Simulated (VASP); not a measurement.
# MoS2 in VASP: further runs

Runs on MoS2. Level: r2SCAN+rVV10. Tasks: single point.

Program: VASP 6.6.1. These are calculated values, not measurements. Logs are shortened: lines on timing, memory, paths and dates and some standing lists are left out, and cuts for length are marked.

**1. Starting point**

The cell holds a sheet with vacuum, 3 atoms: a = 3.172 Å, b = 3.172 Å, c = 30.040 Å, α = 90.00°, β = 90.00°, γ = 120.00°.

The cell was built by a generator and needn't be a form met in nature.

**2. Single point, r2SCAN+rVV10**

Contents of POSCAR:

```
MoS2
1.0
    3.1724512949      0.0000000000      0.0000000000
   -1.5862256475      2.7474234137      0.0000000000
    0.0000000000      0.0000000000     30.0399999981
S Mo
2 1
Direct
    0.6666666667      0.3333333333      0.2331660682
    0.6666666667      0.3333333333      0.3367407228
    0.3333333333      0.6666666667      0.2849533955
```

Contents of INCAR.step1:

```
SYSTEM = MoS2
PREC = Accurate
ENCUT = 520
ISMEAR = 0
SIGMA = 0.03
LREAL = .FALSE.
LASPH = .TRUE.
NELM = 100
LDIPOL = .TRUE.
IDIPOL = 3
DIPOL = 0.5 0.5 0.285
NBANDS = 20
GGA = PE
ALGO = Normal
EDIFF = 1E-4
LWAVE = .TRUE.
LCHARG = .FALSE.
```

Contents of INCAR.step2:

```
SYSTEM = MoS2
PREC = Accurate
ENCUT = 520
EDIFF = 1E-6
ISMEAR = 0
SIGMA = 0.03
LREAL = .FALSE.
LASPH = .TRUE.
NELM = 100
ALGO = Normal
ISIF = 2
LWAVE = .FALSE.
LCHARG = .TRUE.
LDIPOL = .TRUE.
IDIPOL = 3
DIPOL = 0.5 0.5 0.285
METAGGA = R2SCAN
LMIXTAU = .TRUE.
LUSE_VDW = .TRUE.
IVDW_NL = 2
BPARAM = 11.95
CPARAM = 0.0093
LELF = .TRUE.
LVHAR = .TRUE.
LVACPOTAV = .TRUE.
NBANDS = 20
ISTART = 1
```

Contents of KPOINTS:

```
regular mesh
0
G
  12 12 1
  0 0 0
```

Potentials or basis: VASP PAW PBE potentials, release 64 (S, Mo_sv).

Started as:

```sh
cat potpaw_PBE.64/S/POTCAR potpaw_PBE.64/Mo_sv/POTCAR > POTCAR
cp INCAR.step1 INCAR
mpirun -np 1 vasp_std > vasp.out
cp INCAR.step2 INCAR
mpirun -np 1 vasp_std > vasp.out
```

OUTCAR:

```text
SYSTEM = MoS2
   PREC = Accurate
   ENCUT = 520
   EDIFF = 1E-6
   ISMEAR = 0
   LREAL = .FALSE.
   LASPH = .TRUE.
   NELM = 100
   ISIF = 2
   METAGGA = R2SCAN
   IVDW_NL = 2
   BPARAM = 11.95
   ISTART = 1

 ion  position               nearest neighbor table
   1  0.667  0.333  0.233-   3 2.40   3 2.40   3 2.40
   2  0.667  0.333  0.337-   3 2.40   3 2.40   3 2.40
   3  0.333  0.667  0.285-   1 2.40   2 2.40   1 2.40   2 2.40   1 2.40   2 2.40

  LATTYP: Found a hexagonal cell.
 ALAT       =     3.1724512949
 C/A-ratio  =     9.4690184988

  Lattice vectors:

 A1 = (   3.1724512949,   0.0000000000,   0.0000000000)
 A2 = (  -1.5862256475,   2.7474234137,   0.0000000000)
 A3 = (   0.0000000000,   0.0000000000,  30.0399999981)

Analysis of symmetry for initial positions (statically):
=====================================================================
 Subroutine PRICEL returns:
 Original cell was already a primitive cell.

 Routine SETGRP: Setting up the symmetry group for a
 hexagonal supercell.

 Subroutine GETGRP returns: Found 12 space group operations
 (whereof  6 operations were pure point group operations)
 out of a pool of 24 trial point group operations.

The static configuration has the point symmetry C_3v.
 The point group associated with its full space group is D_3h.

Analysis of symmetry for dynamics (positions and initial velocities):
=====================================================================
 Subroutine PRICEL returns:
 Original cell was already a primitive cell.

 Routine SETGRP: Setting up the symmetry group for a
 hexagonal supercell.

 Subroutine GETGRP returns: Found 12 space group operations
 (whereof  6 operations were pure point group operations)
 out of a pool of 24 trial point group operations.

The dynamic configuration has the point symmetry C_3v.
 The point group associated with its full space group is D_3h.

 Subroutine INISYM returns: Found 12 space group operations
 (whereof  6 operations are pure point group operations),
 and found     1 'primitive' translations

----------------------------------------------------------------------------------------

                                     Primitive cell

  volume of cell :     261.8307

  direct lattice vectors                    reciprocal lattice vectors
     3.172451295  0.000000000  0.000000000     0.315213665  0.181988694  0.000000000
    -1.586225648  2.747423414  0.000000000     0.000000000  0.363977389  0.000000000
     0.000000000  0.000000000 30.039999998     0.000000000  0.000000000  0.033288948

  length of vectors
     3.172451295  3.172451295 30.039999998     0.363977389  0.363977389  0.033288948

  position of ions in fractional coordinates (direct lattice)
     0.666666667  0.333333333  0.233166068
     0.666666667  0.333333333  0.336740723
     0.333333333  0.666666667  0.284953395

  ion indices of the primitive-cell ions
   primitive index   ion index
                 1           1
                 2           2
                 3           3

----------------------------------------------------------------------------------------

 KPOINTS: regular mesh

Automatic generation of k-mesh.
 Grid dimensions read from file:
 generate k-points for:   12   12    1

 Generating k-lattice:

  Cartesian coordinates                     Fractional coordinates (reciprocal lattice)
     0.026267805  0.015165725  0.000000000     0.083333333  0.000000000  0.000000000
     0.000000000  0.030331449  0.000000000     0.000000000  0.083333333  0.000000000
     0.000000000  0.000000000  0.033288948     0.000000000  0.000000000  1.000000000

  Length of vectors
     0.030331449  0.030331449  0.033288948

  Shift w.r.t. Gamma in fractional coordinates (k-lattice)
     0.000000000  0.000000000  0.000000000

 Subroutine IBZKPT returns following result:
 ===========================================

 Found     19 irreducible k-points:

 Following reciprocal coordinates:
            Coordinates               Weight
  0.000000  0.000000  0.000000      1.000000
  0.083333  0.000000  0.000000      6.000000
  0.166667  0.000000  0.000000      6.000000
  0.250000 -0.000000  0.000000      6.000000
  0.333333 -0.000000  0.000000      6.000000
  0.416667 -0.000000  0.000000      6.000000
[... 11 lines left out ...]
  0.333333  0.250000  0.000000     12.000000
  0.333333  0.333333  0.000000      2.000000
   k-points           NKPTS =     19   k-points in BZ     NKDIM =     19   number of bands    NBANDS=     20
   number of dos      NEDOS =    301   number of ions     NIONS =      3
   total plane-waves  NPLWV = 129024
   dimension x,y,z NGX =    24 NGY =   24 NGZ =  224
   dimension x,y,z NGXF=    48 NGYF=   48 NGZF=  448
   ions per type =               2   1
   NGX,Y,Z   is equivalent  to a cutoff of  12.58, 12.58, 12.40 a.u.
   NGXF,Y,Z  is equivalent  to a cutoff of  25.15, 25.15, 24.79 a.u.
 SYSTEM =  MoS2
   PREC   = accura    normal or accurate (medium, high low for compatibility)
   ISTART =      1    job   : 0-new  1-cont  2-samecut
   ICHARG =      0    charge: 1-file 2-atom 10-const
   ISPIN  =      1    spin polarized calculation?
   LNONCOLLINEAR =      F non collinear calculations
   LSORBIT =      F    spin-orbit coupling
   LASPH  =      T    aspherical Exc in radial PAW
   ENCUT  =  520.0 eV  38.22 Ry    6.18 a.u.   5.90  5.90 55.85*2*pi/ulx,y,z
   NELM   =    100;   NELMIN=  2; NELMDL=  0     # of ELM steps
   EDIFF  = 0.1E-05   stopping-criterion for ELM
   LREAL  =      F    real-space projection
[... 11 lines left out ...]
   EMIN   =  10.00;   EMAX   =-10.00  energy-range for DOS
   EFERMI =   0.00;   METHOD = LEGACY
   ISMEAR =     0;   SIGMA  =   0.03  broadening in eV -4-tet -1-fermi 0-gaus
   EFERMI_NEDOS =   21; number of points for ismear=-14 and -15
   IALGO  =     38    algorithm
   IMIX   =      4    mixing-type and parameters
     AMIX     =   0.40;   BMIX     =  1.00
     AMIX_MAG =   1.60;   BMIX_MAG =  1.00
  volume/ion in A,a.u.               =      87.28       588.97
  Fermi-wavevector in a.u.,A,eV,Ry     =   0.758099  1.432599  7.819455  0.574714
  Thomas-Fermi vector in A             =   1.856593
   LORBIT       =      0    0 simple, 1 ext, 2 COOP (PROOUT), +10 PAW based schemes
   METAGGA = R2SCAN    functional components
   LHFCALC =     F    Hartree Fock is set to
   AEXX    =    0.0000 exact exchange contribution
   IVDW_NL    =     2    kernel type
   BPARAM     =11.9500
   IVDW    =     0    specifies the selected vdW correction
   LEPSILON=     F    determine dielectric tensor
   LRPA    =     F    only Hartree local field effects (RPA)
 non-spin polarized calculation
 Gauss-broadening in eV      SIGMA  =   0.03
  energy-cutoff  :      520.00
  volume of cell :      261.83
 maximum number of plane-waves:      7088
 NGX is ok and might be reduce to    24
   NGX = 11   NGY = 11   NGZ =111

 dipolmoment           0.000000      0.000000      0.000002 electrons x Angstroem

 number of electron      25.9999999 magnetization

 dipolmoment           0.000000      0.000000     -0.000001 electrons x Angstroem

 Free energy of the ion-electron system (eV)
  ---------------------------------------------------
  ext. energy  EPLUGINS =         0.00000000
  ---------------------------------------------------
  free energy    TOTEN  =       -44.35090008 eV

  energy without entropy =      -44.35090008  energy(sigma->0) =      -44.35090008

 E-fermi :  -3.2277     XC(G=0):  -2.5853

 val. band max:       -3.5118937518   @ k =   0.0000   0.0000   0.0000
 cond. band min:      -1.7315511751   @ k =   0.3333   0.3333   0.0000
 fundamental gap:      1.7803425767
 Fermi energy:        -3.2276865417

 k-point     1 :       0.0000    0.0000    0.0000
  band No.  band energies     occupation
      1     -66.3127      2.00000
      2     -39.7345      2.00000
      3     -39.5107      2.00000
      4     -39.5107      2.00000
      5     -18.3402      2.00000
      6     -16.9389      2.00000
[... 12 lines left out ...]
     19       2.5651      0.00000
     20       2.8172      0.00000

 k-point     2 :       0.0833    0.0000    0.0000
  band No.  band energies     occupation
      1     -66.3098      2.00000
      2     -39.7288      2.00000
      3     -39.5392      2.00000
      4     -39.5171      2.00000
      5     -18.2316      2.00000
      6     -16.8961      2.00000
[... 12 lines left out ...]
     19       2.7027      0.00000
     20       2.9667      0.00000

 k-point     3 :       0.1667    0.0000    0.0000
  band No.  band energies     occupation
      1     -66.3018      2.00000
      2     -39.7131      2.00000
      3     -39.6164      2.00000
      4     -39.5347      2.00000
      5     -17.9230      2.00000
      6     -16.7748      2.00000
[... 12 lines left out ...]
     19       3.1086      0.00000
     20       3.3831      0.00000

 k-point     4 :       0.2500   -0.0000    0.0000
  band No.  band energies     occupation
      1     -66.2910      2.00000
      2     -39.7205      2.00000
      3     -39.6916      2.00000
      4     -39.5585      2.00000
      5     -17.4671      2.00000
      6     -16.5973      2.00000
[... 12 lines left out ...]
     19       3.7562      0.00000
     20       4.0545      0.00000

 k-point     5 :       0.3333   -0.0000    0.0000
  band No.  band energies     occupation
      1     -66.2801      2.00000
      2     -39.8230      2.00000
      3     -39.6700      2.00000
      4     -39.5823      2.00000
      5     -16.9570      2.00000
      6     -16.4033      2.00000
[... 12 lines left out ...]
     19       4.5096      0.00000
     20       4.9209      0.00000
[... 238 lines left out ...]
      6     -16.1124      2.00000
[... 12 lines left out ...]
     19       6.1677      0.00000
     20       6.2479      0.00000

 k-point    17 :       0.2500    0.2500    0.0000
  band No.  band energies     occupation
      1     -66.2692      2.00000
      2     -39.8480      2.00000
      3     -39.6848      2.00000
      4     -39.6484      2.00000
      5     -16.3922      2.00000
      6     -16.1638      2.00000
[... 12 lines left out ...]
     19       5.3797      0.00000
     20       5.7515      0.00000

 k-point    18 :       0.3333    0.2500    0.0000
  band No.  band energies     occupation
      1     -66.2652      2.00000
      2     -39.8532      2.00000
      3     -39.7260      2.00000
      4     -39.6405      2.00000
      5     -16.1639      2.00000
      6     -16.0661      2.00000
[... 12 lines left out ...]
     19       5.2055      0.00000
     20       6.3957      0.00000

 k-point    19 :       0.3333    0.3333    0.0000
  band No.  band energies     occupation
      1     -66.2637      2.00000
      2     -39.8225      2.00000
      3     -39.7741      2.00000
      4     -39.6376      2.00000
      5     -16.0815      2.00000
      6     -16.0250      2.00000
[... 12 lines left out ...]
     19       4.6166      0.00000
     20       6.7094      0.00000

------------------------ aborting loop because EDIFF is reached ----------------------------------------

  FORCE on cell =-STRESS in cart. coord.  units (eV):
  Direction    XX          YY          ZZ          XY          YZ          ZX
  --------------------------------------------------------------------------------------
  -------------------------------------------------------------------------------------
  Total        0.0611897      0.0611897      0.0199607     -0.0000000      0.0000000      0.0000000
  in kB        0.3744284      0.3744284      0.1221424     -0.0000000      0.0000000      0.0000000
  external PRESSURE =       0.2903330 kB  Pullay stress =       0.0000000 kB

 VOLUME and BASIS-vectors are now :
 -----------------------------------------------------------------------------
  energy-cutoff  :      520.00
  volume of cell :      261.83
      direct lattice vectors                 reciprocal lattice vectors
     3.172451295  0.000000000  0.000000000     0.315213665  0.181988694  0.000000000
    -1.586225648  2.747423414  0.000000000     0.000000000  0.363977389  0.000000000
     0.000000000  0.000000000 30.039999998     0.000000000  0.000000000  0.033288948

 POSITION                                       TOTAL-FORCE (eV/Angst)
 -----------------------------------------------------------------------------------
      1.58623      0.91581      7.00431        -0.000000      0.000000     -0.012228
      1.58623      0.91581     10.11569         0.000000     -0.000000      0.012228
     -0.00000      1.83162      8.56000         0.000000      0.000000      0.000000
 -----------------------------------------------------------------------------------
    total drift:                                0.000001      0.000001     -0.000021

  FREE ENERGIE OF THE ION-ELECTRON SYSTEM (eV)
  ---------------------------------------------------
  free  energy   TOTEN  =       -44.3509000837 eV

  energy  without entropy=      -44.3509000837  energy(sigma->0) =      -44.35090008

 vacuum level on the upper side and lower side of the slab         2.630         2.630
```

It took 14 min on 1 thread of Intel Xeon Platinum 8488C (Sapphire Rapids), shared host; peak memory 0.86 GiB.

What came out:

```yaml
Free_energy: -44.3509 eV
Largest_force: 0.012 eV/Å
Band_gap_on_the_k_mesh: 1.78 eV, indirect (least direct gap 1.82 eV)
Ionisation_potential_of_the_upper_face: 6.14 eV
```

Forces in eV/Å, atoms in the order of the input:
```
S    0.000  0.000 -0.012
S    0.000  0.000  0.012
Mo   0.000  0.000  0.000
```

Levels at points of the mesh, in eV from the valence-band top:
```tsv
k point	band 9	band 10	band 11	band 12	band 13	band 14	band 15	band 16	band 17	band 18
(0.00, 0.00, 0.00)	-2.80	-1.92	-1.64	-1.64	0.00	2.96	2.96	3.21	3.21	5.97
(0.50, 0.00, 0.00)	-4.30	-3.38	-2.03	-1.09	-0.67	2.41	2.94	4.21	4.60	6.60
```

Caveat: the PAW data sets were made with another functional, which shifts forces and pressure a little. r2SCAN opens gaps a little over a GGA but as a rule still falls short of measured ones.

**3. Single point, r2SCAN+rVV10**

This run uses another cell than the first one, of 49.66 Å³/atom, 0.569 times its volume.

Contents of POSCAR:

```
MoS2
1.0
    3.1700000000      0.0000000000      0.0000000000
   -1.5850000000      2.7453005300      0.0000000000
    0.0000000000      0.0000000000     17.1200000000
S Mo
2 1
Direct
    0.6666670000      0.3333330000      0.4088785047
    0.6666670000      0.3333330000      0.5911214953
    0.3333330000      0.6666670000      0.5000000000
```

Contents of INCAR.step1:

```
ALGO = Normal
DIPOL = 0.5 0.5 0.500
EDIFF = 1E-4
ENCUT = 520
GGA = PE
IDIPOL = 3
ISMEAR = 0
LASPH = T
LCHARG = F
LDIPOL = T
LREAL = F
LWAVE = T
NBANDS = 20
NELM = 100
PREC = Accurate
SIGMA = 0.03
```

Contents of INCAR.step2:

```
ALGO = Normal
BPARAM = 11.95
CPARAM = 0.0093
DIPOL = 0.5 0.5 0.500
EDIFF = 1E-6
ENCUT = 520
IDIPOL = 3
ISIF = 2
ISMEAR = 0
ISTART = 1
IVDW_NL = 2
LASPH = T
LCHARG = T
LDIPOL = T
LELF = T
LMIXTAU = T
LREAL = F
LUSE_VDW = T
LVACPOTAV = T
LVHAR = T
LWAVE = F
METAGGA = R2SCAN
NBANDS = 20
NELM = 100
PREC = Accurate
SIGMA = 0.03
```

Contents of KPOINTS:

```
k-points
0
Gamma
  12 12 1
```

Potentials or basis: VASP PAW PBE potentials, release 64 (S, Mo_sv).

Started as:

```sh
cat potpaw_PBE.64/S/POTCAR potpaw_PBE.64/Mo_sv/POTCAR > POTCAR
cp INCAR.step1 INCAR
mpirun -np 1 vasp_std > vasp.out
cp INCAR.step2 INCAR
mpirun -np 1 vasp_std > vasp.out
```

Wall time 5.4 min (1 thread of Intel Xeon Platinum 8488C (Sapphire Rapids), shared host); peak memory 0.56 GiB.

The run converged. Its results:

```
Free energy                            : -44.3527 eV
Largest force                          : 0.058 eV/Å
Band gap on the k mesh                 : 1.82 eV, indirect (least direct gap 1.83 eV)
Ionisation potential of the upper face : 6.16 eV
```

Forces in eV/Å, atoms in the order of the input:
```
S    0.000  0.000  0.058
S    0.000  0.000 -0.058
Mo   0.000  0.000  0.000
```

Levels at points of the mesh, in eV from the valence-band top:
| k point | band 11 | band 12 | band 13 | band 14 | band 15 | band 16 |
| --- | --- | --- | --- | --- | --- | --- |
| (0.00, 0.00, 0.00) | -1.60 | -1.60 | 0.00 | 2.99 | 2.99 | 3.23 |
| (0.50, 0.00, 0.00) | -2.02 | -1.05 | -0.65 | 2.44 | 2.97 | 4.22 |

Caveat: the PAW data sets were made with another functional, which shifts forces and pressure a little. r2SCAN opens gaps a little over a GGA but as a rule still falls short of measured ones.
